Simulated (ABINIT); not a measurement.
An input for ABINIT 10.8.3 (patched build) (HgSe):

The input run.abi:

```
pp_dirpath "./"
pseudos "Hg.upf, Se.upf"

acell 4.2977950161 4.2977950161 4.2977950161 Angstrom
rprim
     0.0000000000     0.7071067812     0.7071067812
     0.7071067812     0.0000000000     0.7071067812
     0.7071067812     0.7071067812     0.0000000000
ntypat 3
znucl 80 34
natom 2
typat 1 2
xred
     0.0000000000     0.0000000000     0.0000000000
     0.7500000000     0.7500000000     0.7500000000

ecut 1170.089609 eV

kptopt 1
ngkpt 6 6 6
nshiftk 1
shiftk 0.0 0.0 0.0

ixc 11

nband 22
occopt 3
tsmear 0.00183747

nstep 100
tolvrs 1.0e-10

iomode 3
prtwf 0
prtden 0
prteig 0
prtebands 0
enunit 1
prtvol 2
```

Potentials or basis: PseudoDojo NC SR PBE v0.4.1 standard.

Run with:

```bash
$ abinit run.abi > log 2>&1
```

Question: Does this run start?

Answer: The run stopped without a result. It printed:

run.abo:

```text
.Version 10.8.3 of ABINIT
--- !ERROR
message: |
    Not enough pseudopotentials in input `pseudos` string, expecting npsp: 3
    Perhaps the separator (=a comma) is missing between pseudopotentials in input `pseudos` string.
...
```
